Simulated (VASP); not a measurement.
# GaN (P6_3mc) in VASP: further runs

Runs on GaN. Level: PBE. Tasks: single point.

Everything below comes from runs of VASP 6.6.1. Logs are shortened: lines on timing, memory, paths and dates and some standing lists are left out, and cuts for length are marked.

## (1) The structure

It takes space group P6_3mc (No. 186, hexagonal). The conventional cell has a = 3.180 Å, b = 3.180 Å, c = 5.166 Å, α = 90.00°, β = 90.00°, γ = 120.00°. Ga (site symmetry 3m) has 4 N at 1.94 to 1.95 Å as nearest neighbours. N (site symmetry 3m) is surrounded by 4 Ga at 1.94 to 1.95 Å.

## (2) Single point, PBE

File INCAR:

```
PREC = Normal
ENCUT = 550
EDIFF = 1E-7
ISMEAR = 0
SIGMA = 0.05
LREAL = F
LASPH = T
NELM = 100
ALGO = Normal
ISIF = 2
LWAVE = F
LCHARG = F
GGA = PE
ADDGRID = F
```

File KPOINTS:

```
Automatic mesh
0
Gamma
  10 10 6
```

File POSCAR:

```
GaN
1.0
    3.1800000000      0.0000000000      0.0000000000
   -1.5900000000      2.7539607840      0.0000000000
    0.0000000000      0.0000000000      5.1660000000
Ga N
2 2
Direct
    0.6666666667      0.3333333333      0.5000000000
    0.3333333333      0.6666666667      0.0000000000
    0.6666666667      0.3333333333      0.8750000000
    0.3333333333      0.6666666667      0.3750000000
```

Potentials or basis: VASP PAW PBE potentials, release 64 (Ga, N).

Launch:

```console
$ cat potpaw_PBE.64/Ga/POTCAR potpaw_PBE.64/N/POTCAR > POTCAR
$ mpirun -np 1 vasp_std > vasp.out
```

OUTCAR:

```text
PREC = Normal
   ENCUT = 550
   EDIFF = 1E-7
   ISMEAR = 0
   LREAL = F
   LASPH = T
   NELM = 100
   ISIF = 2
   GGA = PE

 Found     56 irreducible k-points:

 Following reciprocal coordinates:
            Coordinates               Weight
  0.000000  0.000000  0.000000      1.000000
  0.100000  0.000000  0.000000      6.000000
  0.200000  0.000000  0.000000      6.000000
  0.300000  0.000000  0.000000      6.000000
  0.400000  0.000000  0.000000      6.000000
  0.500000  0.000000  0.000000      3.000000
   k-points           NKPTS =     56   k-points in BZ     NKDIM =     56   number of bands    NBANDS=     12
   number of dos      NEDOS =    301   number of ions     NIONS =      4
   total plane-waves  NPLWV =   9720
   dimension x,y,z NGX =    18 NGY =   18 NGZ =   30
   dimension x,y,z NGXF=    36 NGYF=   36 NGZF=   60
   ions per type =               2   2
   NGX,Y,Z   is equivalent  to a cutoff of   9.41,  9.41,  9.65 a.u.
   NGXF,Y,Z  is equivalent  to a cutoff of  18.82, 18.82, 19.31 a.u.
 SYSTEM =  unknown system
   PREC   = normal    normal or accurate (medium, high low for compatibility)
   ISTART =      0    job   : 0-new  1-cont  2-samecut
   ICHARG =      2    charge: 1-file 2-atom 10-const
   ISPIN  =      1    spin polarized calculation?
   LNONCOLLINEAR =      F non collinear calculations
   LSORBIT =      F    spin-orbit coupling
   LASPH  =      T    aspherical Exc in radial PAW
   ENCUT  =  550.0 eV  40.42 Ry    6.36 a.u.   6.08  6.08  9.88*2*pi/ulx,y,z
   NELM   =    100;   NELMIN=  2; NELMDL= -5     # of ELM steps
   EDIFF  = 0.1E-06   stopping-criterion for ELM
   LREAL  =      F    real-space projection
   EDIFFG = 0.1E-05   stopping-criterion for IOM
   NSW    =      0    number of steps for IOM
   IBRION =     -1    ionic relax: 0-MD 1-quasi-New 2-CG
   NFREE  =      0    steps in history (QN), initial steepest desc. (CG)
   ISIF   =      2    stress and relaxation
   ISYM   =      2    0-nonsym 1-usesym 2-fastsym
   POTIM  = 0.5000    time-step for ionic-motion
   TEBEG  =    0.0;   TEEND  =   0.0 temperature during run
   PSTRESS=    0.0 pullay stress
   NELECT =      16.0000    total number of electrons
   NUPDOWN=      -1.0000    fix difference up-down
   EMIN   =  10.00;   EMAX   =-10.00  energy-range for DOS
   EFERMI =   0.00;   METHOD = LEGACY
   ISMEAR =     0;   SIGMA  =   0.05  broadening in eV -4-tet -1-fermi 0-gaus
   EFERMI_NEDOS =   21; number of points for ismear=-14 and -15
   IALGO  =     38    algorithm
   IMIX   =      4    mixing-type and parameters
     AMIX     =   0.40;   BMIX     =  1.00
     AMIX_MAG =   1.60;   BMIX_MAG =  1.00
  volume/ion in A,a.u.               =      11.31        76.33
  Fermi-wavevector in a.u.,A,eV,Ry     =   1.157715  2.187764 18.235949  1.340304
  Thomas-Fermi vector in A             =   2.294324
   LORBIT       =      0    0 simple, 1 ext, 2 COOP (PROOUT), +10 PAW based schemes
   GGA     = PE    functional components
   LHFCALC =     F    Hartree Fock is set to
   AEXX    =    0.0000 exact exchange contribution
   IVDW    =     0    specifies the selected vdW correction
   LEPSILON=     F    determine dielectric tensor
   LRPA    =     F    only Hartree local field effects (RPA)
 non-spin polarized calculation
 Gauss-broadening in eV      SIGMA  =   0.05
  energy-cutoff  :      550.00
  volume of cell :       45.24
 maximum number of plane-waves:      1341
   NGX = 13   NGY = 13   NGZ = 19

 number of electron      16.0000002 magnetization

 Free energy of the ion-electron system (eV)
  ---------------------------------------------------
  ext. energy  EPLUGINS =         0.00000000
  ---------------------------------------------------
  free energy    TOTEN  =       -24.21957705 eV

  energy without entropy =      -24.21957705  energy(sigma->0) =      -24.21957705

 E-fermi :   3.2796     XC(G=0): -10.9090

 val. band max:        3.0733073482   @ k =   0.0000   0.0000   0.0000
 cond. band min:       5.1286093149   @ k =   0.0000   0.0000   0.0000
 fundamental gap:      2.0553019667
 Fermi energy:         3.2796109851

 k-point     1 :       0.0000    0.0000    0.0000
  band No.  band energies     occupation
      1     -12.9211      2.00000
      2     -10.5061      2.00000
      3      -3.9987      2.00000
      4       2.0248      2.00000
      5       2.0248      2.00000
      6       3.0146      2.00000
      7       3.0733      2.00000
      8       3.0733      2.00000
      9       5.1286      0.00000
     10       7.4921      0.00000
     11      12.3971      0.00000
     12      13.1276      0.00000

 k-point     2 :       0.1000    0.0000    0.0000
  band No.  band energies     occupation
      1     -12.7832      2.00000
      2     -10.4153      2.00000
      3      -3.8563      2.00000
      4       1.3001      2.00000
      5       1.8184      2.00000
      6       2.2349      2.00000
      7       2.9148      2.00000
      8       2.9873      2.00000
      9       5.8833      0.00000
     10       8.0916      0.00000
     11      12.0881      0.00000
     12      12.4966      0.00000

 k-point     3 :       0.2000    0.0000    0.0000
  band No.  band energies     occupation
      1     -12.3819      2.00000
      2     -10.1729      2.00000
      3      -3.4523      2.00000
      4      -0.2048      2.00000
      5       0.8566      2.00000
      6       1.3426      2.00000
      7       2.5896      2.00000
      8       2.7441      2.00000
      9       7.0070      0.00000
     10       9.0281      0.00000
     11      11.0044      0.00000
     12      11.9547      0.00000

 k-point     4 :       0.3000    0.0000    0.0000
  band No.  band energies     occupation
      1     -11.7655      2.00000
      2      -9.8846      2.00000
      3      -2.9352      2.00000
      4      -1.6015      2.00000
      5      -0.4942      2.00000
      6       0.8379      2.00000
      7       2.0133      2.00000
      8       2.4370      2.00000
      9       7.8870      0.00000
     10       9.0705      0.00000
     11      10.1593      0.00000
     12      11.6646      0.00000

 k-point     5 :       0.4000    0.0000    0.0000
  band No.  band energies     occupation
      1     -11.0614      2.00000
      2      -9.7464      2.00000
      3      -3.1156      2.00000
      4      -1.9393      2.00000
      5      -1.3531      2.00000
      6       0.4747      2.00000
      7       1.2648      2.00000
      8       2.1934      2.00000
      9       8.2410      0.00000
     10       8.8416      0.00000
     11       9.4698      0.00000
     12      11.7439      0.00000

 k-point     6 :       0.5000    0.0000    0.0000
  band No.  band energies     occupation
      1     -10.6511      2.00000
      2      -9.8061      2.00000
      3      -3.3976      2.00000
      4      -2.1960      2.00000
      5      -1.1613      2.00000
      6       0.3443      2.00000
      7       0.8053      2.00000
      8       2.1022      2.00000
      9       8.2512      0.00000
     10       8.7877      0.00000
     11       9.2319      0.00000
     12      11.8487      0.00000

 [... further k-points ...]

------------------------ aborting loop because EDIFF is reached ----------------------------------------

  FORCE on cell =-STRESS in cart. coord.  units (eV):
  Direction    XX          YY          ZZ          XY          YZ          ZX
  --------------------------------------------------------------------------------------
  -------------------------------------------------------------------------------------
  Total        3.6482995      3.6482995      4.2324742      0.0000000      0.0000000      0.0000000
  in kB      129.1997868    129.1997868    149.8875750      0.0000000      0.0000000      0.0000000
  external PRESSURE =     136.0957162 kB  Pullay stress =       0.0000000 kB

 VOLUME and BASIS-vectors are now :
 -----------------------------------------------------------------------------
  energy-cutoff  :      550.00
  volume of cell :       45.24
      direct lattice vectors                 reciprocal lattice vectors
     3.180000000  0.000000000  0.000000000     0.314465409  0.181556688  0.000000000
    -1.590000000  2.753960784  0.000000000     0.000000000  0.363113377  0.000000000
     0.000000000  0.000000000  5.166000000     0.000000000  0.000000000  0.193573364

 POSITION                                       TOTAL-FORCE (eV/Angst)
 -----------------------------------------------------------------------------------
      1.59000      0.91799      2.58300         0.000000      0.000000     -0.172057
     -0.00000      1.83597      0.00000        -0.000000     -0.000000     -0.172057
      1.59000      0.91799      4.52025         0.000000     -0.000000      0.172057
     -0.00000      1.83597      1.93725         0.000000     -0.000000      0.172057
 -----------------------------------------------------------------------------------
    total drift:                                0.000001      0.000002     -0.000773

  FREE ENERGIE OF THE ION-ELECTRON SYSTEM (eV)
  ---------------------------------------------------
  free  energy   TOTEN  =       -24.2195770463 eV

  energy  without entropy=      -24.2195770463  energy(sigma->0) =      -24.21957705
```

Wall time 11 s (1 thread of Intel Xeon 6975P-C (Granite Rapids), shared host); peak memory 0.15 GiB.

These settings aren't checked as converged: the numbers below hold their error.

Results:

```
Free energy            : -24.2196 eV
Pressure               : 13.6 GPa
Largest force          : 0.172 eV/Å
Band gap on the k mesh : 2.06 eV, direct
```

## (3) Single point, PBE

INCAR is that of step 2.

KPOINTS is that of step 2.

File POSCAR:

```
GaN
1.0
    3.1800000000      0.0000000000      0.0000000000
   -1.5900000000      2.7539607840      0.0000000000
    0.0000000000      0.0000000000      5.1660000000
Ga N
2 2
Direct
    0.6521390000      0.3316270000      0.5245870000
    0.3764220000      0.6884330000      0.0161300000
    0.6603830000      0.3218970000      0.8783140000
    0.3311160000      0.6688000000      0.3826530000
```

Potentials or basis: VASP PAW PBE potentials, release 64 (Ga, N).

Launch:

```console
$ cat potpaw_PBE.64/Ga/POTCAR potpaw_PBE.64/N/POTCAR > POTCAR
$ mpirun -np 1 vasp_std > vasp.out
```

Wall time 44 s (1 thread of Intel Xeon 6975P-C (Granite Rapids), shared host); peak memory 0.28 GiB.

These settings aren't checked as converged: the numbers below hold their error.

What came out:

| Item | Value |
| --- | --- |
| Free energy | -23.9403 eV |
| Pressure | 15.9 GPa |
| Largest force | 2.695 eV/Å |
| Band gap on the k mesh | 1.85 eV, direct |

## (4) Single point, PBE

INCAR, as its differences from that of step 3:

```diff
@@ -1,2 +1,2 @@
-PREC = Normal
+PREC = Accurate
 ENCUT = 550
@@ -5,3 +5,3 @@
 SIGMA = 0.05
-LREAL = F
+LREAL = Auto
 LASPH = T
```

KPOINTS is that of step 3.

File POSCAR:

```
GaN
1.0
    3.1800000000      0.0000000000      0.0000000000
   -1.5900000000      2.7539607840      0.0000000000
    0.0000000000      0.0000000000      5.1660000000
Ga N
2 2
Direct
    0.6666666667      0.3333333333      0.5000000000
    0.3333333333      0.6666666667      0.0000000000
    0.6666666667      0.3333333333      0.8750000000
    0.3333333333      0.6666666667      0.3750000000
```

Launch:

```console
$ cat potpaw_PBE.64/Ga/POTCAR potpaw_PBE.64/N/POTCAR > POTCAR
$ mpirun -np 1 vasp_std > vasp.out
```

Wall time 22 s (1 thread of Intel Xeon 6975P-C (Granite Rapids), shared host); peak memory 0.17 GiB.

The run converged, but some of its settings lie outside the range that counts as converged, so its numbers aren't taken as properties of the crystal.

What came out:

```
Free energy            : -24.2231 eV
Pressure               : 13.7 GPa
Largest force          : 0.168 eV/Å
Band gap on the k mesh : 2.06 eV, direct
```
